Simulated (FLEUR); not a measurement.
# 1 ML Ni on Cu(001), 3 substrate layers: parallel and opposed starts, part 2 of 3

Aim: find out whether 1 ML Ni on Cu(001), 3 substrate layers carries moments, and which collinear order costs least.

FLEUR MaX-R8.1; PBE; all-electron FLAPW film, Dirac cores, scalar-relativistic bands.

So far. Step 2 (Run 1 (ferro +)): After 64 cycles the largest moment stands at 0.497 μB.

### 3. Run 2 (antiferro q=(1/2,1/2,0) +-)

An opposed order shows whether neighbours prefer unlike signs.

The cell is doubled to 8 atoms to hold this order. The mesh is halved along the doubled vector, so that both cells sample the same points. The k list default-1 (kpts.xml, not shown) is a Γ-centred 12×6×1 mesh.

inp.xml

```
<?xml version="1.0" encoding="UTF-8" standalone="no"?>
<fleurInput fleurInputVersion="0.39">
   <comment>
      NiCu3
   </comment>
   <calculationSetup>
      <cutoffs Kmax="3.63" Gmax="10.9" GmaxXC="10.9" numbands="0"/>
      <scfLoop itmax="140" minDistance="0.00002" maxIterBroyd="15" imix="Anderson" alpha="0.03" precondParam="0.0" spinf="2.0" sdNocoIR="T"/>
      <coreElectrons ctail="T" frcor="F" kcrel="0" coretail_lmax="0"/>
      <xcFunctional name="pbe" relativisticCorrections="F"/>
      <magnetism jspins="2"/>
      <soc l_soc="F" theta="0.0" phi="0.0" spav="F"/>
      <expertModes spex="0" secvar="F"/>
      <geometryOptimization l_f="F" forcealpha="1.0" forcemix="BFGS" epsdisp="0.00001" epsforce="0.00001"/>
      <ldaU l_linMix="F" mixParam="0.05" spinf="1.0"/>
   </calculationSetup>
   <cell>
      <bzIntegration valenceElectrons="102.0" mode="hist" fermiSmearingEnergy="0.00183747">
         <kPointListSelection listName="default-1"/>
         <xi:include xmlns:xi="http://www.w3.org/2001/XInclude" href="kpts.xml"> </xi:include>
      </bzIntegration>
      <xi:include xmlns:xi="http://www.w3.org/2001/XInclude" href="sym.xml"> </xi:include>
      <filmLattice scale="1.0" dVac="15.48" dTilda="17.98">
         <bravaisMatrixFilm>
            <row-1>    4.8305009121673983     4.8305009121673983</row-1>
            <row-2>    0.0000000000000000     9.6610018243347966</row-2>
         </bravaisMatrixFilm>
         <vacuumEnergyParameters vacuum="1" spinUp="-.25" spinDown="-.25"/>
         <vacuumEnergyParameters vacuum="2" spinUp="-.25" spinDown="-.25"/>
      </filmLattice>
   </cell>
   <atomSpecies>
      <species name="Copper (Cu)" element="Cu" atomicNumber="29">
         <mtSphere radius="2.26" gridPoints="747" logIncrement="0.016"/>
         <atomicCutoffs lmax="8" lnonsphr="6"/>
         <electronConfig flipSpins="F">
            <coreConfig>(1s1/2) (2s1/2) (2p1/2) (2p3/2) (3s1/2) (3p1/2) (3p3/2)</coreConfig>
            <valenceConfig>(4s1/2) (3d3/2) (3d5/2)</valenceConfig>
            <stateOccupation state="(4s1/2)" spinUp="0.500000" spinDown="0.500000"/>
         </electronConfig>
         <energyParameters s="4" p="4" d="3" f="4"/>
      </species>
      <species name="Nickel (Ni1.001" element="Ni" atomicNumber="28">
         <mtSphere radius="2.26" gridPoints="747" logIncrement="0.016"/>
         <atomicCutoffs lmax="8" lnonsphr="6"/>
         <electronConfig flipSpins="F">
            <coreConfig>(1s1/2) (2s1/2) (2p1/2) (2p3/2)</coreConfig>
            <valenceConfig>(3s1/2) (3p1/2) (3p3/2) (4s1/2) (3d3/2) (3d5/2)</valenceConfig>
            <stateOccupation state="(3d3/2)" spinUp="1.6" spinDown="1.6"/>
            <stateOccupation state="(3d5/2)" spinUp="2.9005" spinDown="1.8995"/>
         </electronConfig>
         <energyParameters s="4" p="4" d="3" f="4"/>
         <lo type="SCLO" l="0" n="3" eDeriv="0"/>
         <lo type="SCLO" l="1" n="3" eDeriv="0"/>
      </species>
      <species name="Nickel (Ni-1.001" element="Ni" atomicNumber="28">
         <mtSphere radius="2.26" gridPoints="747" logIncrement="0.016"/>
         <atomicCutoffs lmax="8" lnonsphr="6"/>
         <electronConfig flipSpins="F">
            <coreConfig>(1s1/2) (2s1/2) (2p1/2) (2p3/2)</coreConfig>
            <valenceConfig>(3s1/2) (3p1/2) (3p3/2) (4s1/2) (3d3/2) (3d5/2)</valenceConfig>
            <stateOccupation state="(3d3/2)" spinUp="1.6" spinDown="1.6"/>
            <stateOccupation state="(3d5/2)" spinUp="1.8995" spinDown="2.9005"/>
         </electronConfig>
         <energyParameters s="4" p="4" d="3" f="4"/>
         <lo type="SCLO" l="0" n="3" eDeriv="0"/>
         <lo type="SCLO" l="1" n="3" eDeriv="0"/>
      </species>
   </atomSpecies>
   <atomGroups>
      <atomGroup species="Copper (Cu)">
         <filmPos label="                   1">.0000000000 .0000000000 -5.0789960999</filmPos>
         <filmPos label="                   2">.0000000000 1.000/2.000 -5.0789960999</filmPos>
         <force calculate="T" relaxXYZ="TTT"/>
      </atomGroup>
      <atomGroup species="Copper (Cu)">
         <filmPos label="                   3">1.000/2.000 .0000000000 -1.6633261633</filmPos>
         <force calculate="T" relaxXYZ="TTT"/>
      </atomGroup>
      <atomGroup species="Copper (Cu)">
         <filmPos label="                   4">1.000/2.000 1.000/2.000 -1.6633261633</filmPos>
         <force calculate="T" relaxXYZ="TTT"/>
      </atomGroup>
      <atomGroup species="Copper (Cu)">
         <filmPos label="                   5">.0000000000 .0000000000 1.7523437733</filmPos>
         <filmPos label="                   6">.0000000000 1.000/2.000 1.7523437733</filmPos>
         <force calculate="T" relaxXYZ="TTT"/>
      </atomGroup>
      <atomGroup species="Nickel (Ni1.001">
         <filmPos label="                   7">1.000/2.000 .0000000000 5.0789960999</filmPos>
         <force calculate="T" relaxXYZ="TTT"/>
      </atomGroup>
      <atomGroup species="Nickel (Ni-1.001">
         <filmPos label="                   8">1.000/2.000 1.000/2.000 5.0789960999</filmPos>
         <force calculate="T" relaxXYZ="TTT"/>
      </atomGroup>
   </atomGroups>
   <output dos="F" band="F" slice="F">
      <bandDOS minEnergy="-.5*Htr" maxEnergy="0.5*Htr" sigma="0.015" storeEVData="T"/>
      <plotting iplot="0" polar="F">
         <plot TwoD="T" vec1="  1.0  0.0  0.0" vec2="  0.0  1.0  0.0" vec3="  0.0  0.0  1.0" zero="  0.0  0.0 -0.5" file="plot"/>
      </plotting>
      <moessbauerParams electricFieldGradient="F" isomerShift="F" coreHyperfine="F" valenceHyperfine="F"/>
   </output>
</fleurInput>
```

crystal.txt

```
NiCu3
&input film=T cartesian=F /
2.55619100000  2.55619100000  0.00000000000
0.00000000000  5.11238200000  0.00000000000
0.00000000000  0.00000000000  1.00000000000
1.8897261246
1.0 1.0 1.0

8
29 0.00000000000  0.00000000000  -5.07899609986
29 0.00000000000  0.50000000000  -5.07899609986
29 0.50000000000  0.00000000000  -1.66332616328
29 0.50000000000  0.50000000000  -1.66332616328
29 0.00000000000  0.00000000000  1.75234377331
29 0.00000000000  0.50000000000  1.75234377331
28 0.50000000000  0.00000000000  5.07899609986 : 1.001
28 0.50000000000  0.50000000000  5.07899609986 : -1.001

&kpt div1=12 div2=6 div3=1 gamma=T /
```

Started as:

```
$ OMP_NUM_THREADS=1 inpgen -f crystal.txt > inpgen.log  # inp.xml is then edited as shown
$ OMP_NUM_THREADS=1 mpirun -n 4 fleur_MPI > fleur.log
```

Output:

```text
[banner, memory and clock lines left out]
Welcome to FLEUR        (www.flapw.de)
      MaX-Release 8.1          (www.max-centre.eu)

 ========== k-point set info ==========
 Selected k-point list: default-1
 k-point list type: mesh
 0 x 0 x 0
 Number of k points: 28

 ------------Calculation Setup---------------------------
 Number of PE/node        :            4
 Number of OMP-threads    :            1
 k-points in parallel     :            4
 pe's per k-point         :            1
 No of k-point loops      :            7
 Eigenvalue solver        :       lapack
 Number of basis functions:          748
 Approximate size of matrices (H+S) per k-point:         0.017 GB
 Iteration:     1   Distance:      64.74814927 me/bohr^3
 Iteration:     2   Distance:      42.53406812 me/bohr^3
 Iteration:     3   Distance:      31.73021847 me/bohr^3
 Iteration:     4   Distance:      18.23190366 me/bohr^3
 Iteration:     5   Distance:      11.78924118 me/bohr^3
 Iteration:     6   Distance:       9.44438481 me/bohr^3
 Iteration:     7   Distance:       7.77995744 me/bohr^3
 Iteration:     8   Distance:      17.70612040 me/bohr^3
 Iteration:     9   Distance:      11.65100953 me/bohr^3
 Iteration:    10   Distance:      10.40556424 me/bohr^3
[... 79 iterations left out ...]
 Iteration:    90   Distance:       0.00005892 me/bohr^3
 Iteration:    91   Distance:       0.00005301 me/bohr^3
 Iteration:    92   Distance:       0.00005236 me/bohr^3
 Iteration:    93   Distance:       0.00005223 me/bohr^3
 Iteration:    94   Distance:       0.00004746 me/bohr^3
 Iteration:    95   Distance:       0.00004591 me/bohr^3
 Iteration:    96   Distance:       0.00005259 me/bohr^3
 Iteration:    97   Distance:       0.00003036 me/bohr^3
 Iteration:    98   Distance:       0.00002708 me/bohr^3
 Iteration:    99   Distance:       0.00000697 me/bohr^3

 ********************************************************************
 Run finished successfully
 Stop message:
   all done
 ********************************************************************

--- out.xml (last complete iteration) ---
<iteration numberForCurrentRun="   99" overallNumber="   99">
         [... left out ...]
         <bandgap value="0.0047056576" units="eV"/>
         <sumValenceSingleParticleEnergies value="-69.0637006934" units="Htr"/>
         <FermiEnergy value="-0.1815988491" units="Htr"/>
         <valenceDensity>
            <mtCharges spin="1">
               <mtCharge atomType="1" total="4.9428995" s="0.2142262" p="0.1205085" d="4.6011538" f="0.0053567"/>
               <mtCharge atomType="2" total="4.9901797" s="0.2148045" p="0.1778065" d="4.5866557" f="0.0084546"/>
               <mtCharge atomType="3" total="4.9901798" s="0.2148046" p="0.1778065" d="4.5866558" f="0.0084546"/>
               <mtCharge atomType="4" total="4.9965011" s="0.2174030" p="0.1871029" d="4.5798264" f="0.0094310"/>
               <mtCharge atomType="5" total="8.4316909" s="1.1862808" p="3.1056353" d="4.1316894" f="0.0061956"/>
               <mtCharge atomType="6" total="8.4316909" s="1.1862809" p="3.1056354" d="4.1316892" f="0.0061956"/>
            </mtCharges>
            <mtCharges spin="2">
               <mtCharge atomType="1" total="4.9428995" s="0.2142262" p="0.1205085" d="4.6011538" f="0.0053567"/>
               <mtCharge atomType="2" total="4.9901797" s="0.2148045" p="0.1778065" d="4.5866557" f="0.0084546"/>
               <mtCharge atomType="3" total="4.9901798" s="0.2148046" p="0.1778065" d="4.5866558" f="0.0084546"/>
               <mtCharge atomType="4" total="4.9965011" s="0.2174030" p="0.1871029" d="4.5798264" f="0.0094310"/>
               <mtCharge atomType="5" total="8.4316907" s="1.1862808" p="3.1056353" d="4.1316892" f="0.0061956"/>
               <mtCharge atomType="6" total="8.4316911" s="1.1862809" p="3.1056354" d="4.1316893" f="0.0061956"/>
            </mtCharges>
            <spinDependentCharge spin="1" total="51.0000003" interstitial="4.0959155" mtSpheres="46.7225424" vacuum1="0.0922055" vacuum2="0.0893368"/>
            <spinDependentCharge spin="2" total="51.0000002" interstitial="4.0959155" mtSpheres="46.7225423" vacuum1="0.0922055" vacuum2="0.0893368"/>
            <totalCharge value="102.0000004629"/>
         </valenceDensity>
         [... left out ...]
         <magneticMomentsInMTSpheres units="muBohr">
            <globalMagMoment atomType="1" vec="0.00000   0.00000   0.00000"/>
            <localMagMoment atomType="1" vec="0.00000   0.00000   0.00000"/>
            <globalMagMoment atomType="2" vec="0.00000   0.00000   0.00000"/>
            <localMagMoment atomType="2" vec="0.00000   0.00000   0.00000"/>
            <globalMagMoment atomType="3" vec="0.00000   0.00000   0.00000"/>
            <localMagMoment atomType="3" vec="0.00000   0.00000   0.00000"/>
            <globalMagMoment atomType="4" vec="0.00000   0.00000   0.00000"/>
            <localMagMoment atomType="4" vec="0.00000   0.00000   0.00000"/>
            <globalMagMoment atomType="5" vec="0.00000   0.00000   0.00000"/>
            <localMagMoment atomType="5" vec="0.00000   0.00000   0.00000"/>
            <globalMagMoment atomType="6" vec="0.00000   0.00000   0.00000"/>
            <localMagMoment atomType="6" vec="0.00000   0.00000   0.00000"/>
         </magneticMomentsInMTSpheres>
         [... left out ...]
         <totalEnergy value="   -12971.7556979775" units="Htr">
            <sumOfEigenvalues value="    -7530.6709617993">
               <coreElectrons value="-7461.6072611059"/>
               <valenceElectrons value="-69.0637006934"/>
            </sumOfEigenvalues>
            <densityCoulombPotentialIntegral value="-20029.7348497922"/>
            <densityEffectivePotentialIntegral value="-20722.1429873361"/>
            <chargeDenXCDenIntegral value="-532.8640378430"/>
            <FockExchangeEnergyValence value="0.0000000000"/>
            <FockExchangeEnergyCore value="0.0000000000"/>
         [... left out ...]
            <tkbTimesEntropy value="0.0025287752"/>
            <freeEnergy value="-12971.7582267527"/>
            <extrapolationTo0K value="-12971.7569623651"/>
         </totalEnergy>
         <densityConvergence units="me/bohr^3">
            <chargeDensity spin="1" distance="0.0000038052"/>
            <chargeDensity spin="2" distance="0.0000037281"/>
            <overallChargeDensity distance="0.0000069676"/>
            <spinDensity distance="0.0000028649"/>
         </densityConvergence>
      </iteration>
```

Elapsed: 16 min, on 4 MPI ranks of Arm Neoverse V2, shared host; peak memory 0.66 GiB.

The spin moment in the muffin-tin sphere vanishes on all atoms.

Numbers from this step:

```
free energy                                                       : -352979.5234 eV
program's band gap on this mesh (in a metal only a level spacing) : 0.004706 eV
final state                                                       : non-magnetic
```

It lies 11.8 meV a seeded atom over the first start.

### 4. Run 3 (no spin polarisation)

Without spin polarisation no moment can form, so the difference from the other runs is what forming moments gains.

The k list default-1 (kpts.xml, not shown) is a Γ-centred 12×12×1 mesh.

inp.xml

```
<?xml version="1.0" encoding="UTF-8" standalone="no"?>
<fleurInput fleurInputVersion="0.39">
   <comment>
      NiCu3
   </comment>
   <calculationSetup>
      <cutoffs Kmax="3.63" Gmax="10.9" GmaxXC="10.9" numbands="0"/>
      <scfLoop itmax="140" minDistance="0.00002" maxIterBroyd="15" imix="Anderson" alpha="0.03" precondParam="0.0" spinf="2.0" sdNocoIR="T"/>
      <coreElectrons ctail="T" frcor="F" kcrel="0" coretail_lmax="0"/>
      <xcFunctional name="pbe" relativisticCorrections="F"/>
      <magnetism jspins="1"/>
      <soc l_soc="F" theta="0.0" phi="0.0" spav="F"/>
      <expertModes spex="0" secvar="F"/>
      <geometryOptimization l_f="F" forcealpha="1.0" forcemix="BFGS" epsdisp="0.00001" epsforce="0.00001"/>
      <ldaU l_linMix="F" mixParam="0.05" spinf="1.0"/>
   </calculationSetup>
   <cell>
      <bzIntegration valenceElectrons="51.0" mode="hist" fermiSmearingEnergy="0.00183747">
         <kPointListSelection listName="default-1"/>
         <xi:include xmlns:xi="http://www.w3.org/2001/XInclude" href="kpts.xml"> </xi:include>
      </bzIntegration>
      <xi:include xmlns:xi="http://www.w3.org/2001/XInclude" href="sym.xml"> </xi:include>
      <filmLattice scale="1.0" dVac="15.48" dTilda="17.98">
         <bravaisMatrixFilm>
            <row-1>    4.8305009121673983     0.0000000000000000</row-1>
            <row-2>    0.0000000000000000     4.8305009121673983</row-2>
         </bravaisMatrixFilm>
         <vacuumEnergyParameters vacuum="1" spinUp="-.25" spinDown="-.25"/>
         <vacuumEnergyParameters vacuum="2" spinUp="-.25" spinDown="-.25"/>
      </filmLattice>
   </cell>
   <atomSpecies>
      <species name="Copper (Cu)" element="Cu" atomicNumber="29">
         <mtSphere radius="2.26" gridPoints="747" logIncrement="0.016"/>
         <atomicCutoffs lmax="8" lnonsphr="6"/>
         <electronConfig flipSpins="F">
            <coreConfig>(1s1/2) (2s1/2) (2p1/2) (2p3/2) (3s1/2) (3p1/2) (3p3/2)</coreConfig>
            <valenceConfig>(4s1/2) (3d3/2) (3d5/2)</valenceConfig>
            <stateOccupation state="(4s1/2)" spinUp="0.500000" spinDown="0.500000"/>
         </electronConfig>
         <energyParameters s="4" p="4" d="3" f="4"/>
      </species>
      <species name="Nickel (Ni)" element="Ni" atomicNumber="28">
         <mtSphere radius="2.26" gridPoints="747" logIncrement="0.016"/>
         <atomicCutoffs lmax="8" lnonsphr="6"/>
         <electronConfig flipSpins="F">
            <coreConfig>(1s1/2) (2s1/2) (2p1/2) (2p3/2)</coreConfig>
            <valenceConfig>(3s1/2) (3p1/2) (3p3/2) (4s1/2) (3d3/2) (3d5/2)</valenceConfig>
            <stateOccupation state="(3d3/2)" spinUp="1.600000" spinDown="1.600000"/>
            <stateOccupation state="(3d5/2)" spinUp="2.400000" spinDown="2.400000"/>
         </electronConfig>
         <energyParameters s="4" p="4" d="3" f="4"/>
         <lo type="SCLO" l="0" n="3" eDeriv="0"/>
         <lo type="SCLO" l="1" n="3" eDeriv="0"/>
      </species>
   </atomSpecies>
   <atomGroups>
      <atomGroup species="Copper (Cu)">
         <filmPos label="                   1">.0000000000 .0000000000 -5.0789960999</filmPos>
         <force calculate="T" relaxXYZ="TTT"/>
      </atomGroup>
      <atomGroup species="Copper (Cu)">
         <filmPos label="                   2">1.000/2.000 1.000/2.000 -1.6633261633</filmPos>
         <force calculate="T" relaxXYZ="TTT"/>
      </atomGroup>
      <atomGroup species="Copper (Cu)">
         <filmPos label="                   3">.0000000000 .0000000000 1.7523437733</filmPos>
         <force calculate="T" relaxXYZ="TTT"/>
      </atomGroup>
      <atomGroup species="Nickel (Ni)">
         <filmPos label="                   4">1.000/2.000 1.000/2.000 5.0789960999</filmPos>
         <force calculate="T" relaxXYZ="TTT"/>
      </atomGroup>
   </atomGroups>
   <output dos="F" band="F" slice="F">
      <bandDOS minEnergy="-.5*Htr" maxEnergy="0.5*Htr" sigma="0.015" storeEVData="T"/>
      <plotting iplot="0" polar="F">
         <plot TwoD="T" vec1="  1.0  0.0  0.0" vec2="  0.0  1.0  0.0" vec3="  0.0  0.0  1.0" zero="  0.0  0.0 -0.5" file="plot"/>
      </plotting>
      <moessbauerParams electricFieldGradient="F" isomerShift="F" coreHyperfine="F" valenceHyperfine="F"/>
   </output>
</fleurInput>
```

crystal.txt

```
NiCu3
&input film=T cartesian=F /
2.55619100000  0.00000000000  0.00000000000
0.00000000000  2.55619100000  0.00000000000
0.00000000000  0.00000000000  1.00000000000
1.8897261246
1.0 1.0 1.0

4
29 0.00000000000  0.00000000000  -5.07899609986
29 0.50000000000  0.50000000000  -1.66332616328
29 0.00000000000  0.00000000000  1.75234377331
28 0.50000000000  0.50000000000  5.07899609986

&kpt div1=12 div2=12 div3=1 gamma=T /
```

Output:

```text
[banner, memory and clock lines left out]
Welcome to FLEUR        (www.flapw.de)
      MaX-Release 8.1          (www.max-centre.eu)

 ========== k-point set info ==========
 Selected k-point list: default-1
 k-point list type: mesh
 12 x 12 x 1
 Number of k points: 28

 [... set-up left out ...]
 Iteration:     1   Distance:      65.30693255 me/bohr^3
 Iteration:     2   Distance:      45.67965307 me/bohr^3
 Iteration:     3   Distance:      30.40166179 me/bohr^3
 Iteration:     4   Distance:      14.05679103 me/bohr^3
 Iteration:     5   Distance:      13.11326282 me/bohr^3
[...]
<FermiEnergy value="-0.1815991995" units="Htr"/>
         [... left out ...]
         <totalEnergy value="    -6485.8778511131" units="Htr">
            <sumOfEigenvalues value="    -3765.3355118690">
               <coreElectrons value="-3730.8036618187"/>
               <valenceElectrons value="-34.5318500503"/>
            </sumOfEigenvalues>
         [... left out ...]
            <freeEnergy value="-6485.8791155492"/>
            <extrapolationTo0K value="-6485.8784833312"/>
         </totalEnergy>
         <densityConvergence units="me/bohr^3">
            <chargeDensity spin="1" distance="0.0000048947"/>
         </densityConvergence>
      </iteration>
```

Wall time 43 s (4 MPI ranks); peak memory 0.27 GiB.

Numbers from this step:

```yaml
free_energy: -176489.7618 eV
program_s_band_gap_on_this_mesh_in_a_metal_only_a_level_spacing: 0.004691 eV
final_state: non-magnetic (no spin polarisation)
```

It lies 11.7 meV a seeded atom over the first start.

### 5. Ranking

Free energies are divided by the number of seeded atoms, so that cells of unlike size compare. Wavevectors q in the names are fractions of the primitive cell's reciprocal vectors.

Orders:

```tsv
start	final state	typed order kept	energy over the lowest (meV a seeded atom)	largest sphere moment (μB)	net moment (μB a primitive cell)	mesh matched	CPU time (s)
ferro +	ferromagnetic	yes	0	0.4971	0.4562	yes	484.6
antiferro q=(1/2,1/2,0) +-	non-magnetic	no	11.76	0	0	yes	3787
no spin polarisation	non-magnetic	-	11.7	0	0	yes	173.4
```

(Continued in part 3 of 3.)

[Logs and program files are shortened in this print: banners, set-up blocks, solver, clock and traceback lines can be left out without a mark of their own.]

[Logs are printed without paths, hosts, clocks, repeated set-up lines and the standing remarks that a program may print on its own settings, such as how far it seeks lower states.]

[Hosts, paths, dates, database ids (printed as entryN), source tags and the programs' standing remarks are cut or masked in the printed files.]

[Where a cell is said to come from a database of computed structures, the database is the Materials Project.]
